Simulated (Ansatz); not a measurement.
Crystal: SnO2 (Cassiterite).

```
Sn O
1.0
     4.73800    0.00000    0.00000
     0.00000    4.73800    0.00000
     0.00000    0.00000    3.18650
Sn O
2 4
Direct
  0.50000 0.50000 0.50000
  0.00000 0.00000 0.00000
  0.80710 0.19290 0.50000
  0.69290 0.69290 0.00000
  0.19290 0.80710 0.50000
  0.30710 0.30710 0.00000
```

Base run:

```yaml
Program: Ansatz 0.2.0
Functional: PBE
Potentials_or_basis: Ansatz PAW
Cutoff: "420 eV (not typed: the program's choice for these potentials)"
k_mesh: 6 × 6 × 8
Occupations: fermi-dirac, width 0.05 eV
Spin: no spin polarisation
```

Its results: band gap on the k mesh 1.28 eV, direct; pressure 11.1 GPa; largest force 0.275 eV/Å.

Question: The run is repeated on the same cell with these changes: functional from PBE to PBEsol. What comes out?

Answer: Band gap on the k mesh 1.18 eV, direct; pressure 4.7 GPa; largest force 0.210 eV/Å.

PBEsol binds more tightly than PBE, so the same cell stands under less pressure.

Caveats: spin-orbit coupling is left out, which moves the levels of the heavy elements; the PAW data sets come from PBE, with cores solved anew for the run's functional, which leaves a small shift of forces and pressure (some runs).
